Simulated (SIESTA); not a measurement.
Au under changes of volume

One of the cells (19.940 Å³/atom); the others are scaled copies at fixed shape and fractional positions:

```
Au
1.0
     2.83414    0.00000    0.00000
    -0.01304    2.83886    0.00000
    -1.14543   -1.19326    4.95662
Au
2
Direct
  0.67286 0.66596 0.27405
  0.32714 0.33404 0.72594
```

This isn't the form of Au at room conditions, which is fcc.

```yaml
Program: SIESTA 5.4.2
Functional: PBEsol
Potentials_or_basis: PseudoDojo 0.4 standard (PBEsol files)
Basis: DZP (energy shift 0.003 Ry; two zetas on semicore shells)
Grid_cutoff: 800 Ry
Energy_shift: 0.003 Ry
k_mesh: 10 × 10 × 6
Occupations: fermi-dirac, width 0.05 eV
Spin: no spin polarisation
```

```tsv
volume (Å³/atom)	energy over the lowest point (meV/atom)	pressure (GPa)	largest force (eV/Å)
18.376	0.00	0.7	0.186
18.767	2.10	-2.3	0.144
19.158	11.08	-4.9	0.113
19.940	45.96	-9.2	0.098
20.331	?	?	?
20.722	98.70	-12.3	0.140
```

What does the run at 20.331 Å³/atom give?

Energy over the lowest point 70.48 meV/atom; pressure -10.8 GPa; largest force 0.117 eV/Å.

Worked out: A Birch-Murnaghan fit of order 3 (a polynomial in V^(-2/3)) to the other rows has its minimum at 18.46 Å³/atom with B0 = V·E''(V) = 148 GPa and B' = 5.7 at fixed shape and positions, which overstates the stiffness. It gives 70.42 meV/atom at 20.331 Å³/atom, against the run's 70.48, and -dE/dV = -10.8 GPa, against -10.8.

Energies are extrapolated to zero smearing.

Caveats: short orbitals over semicore shells can move pressures by several GPa; the basis of atomic orbitals isn't converged, which shifts pressures, moduli and gaps.
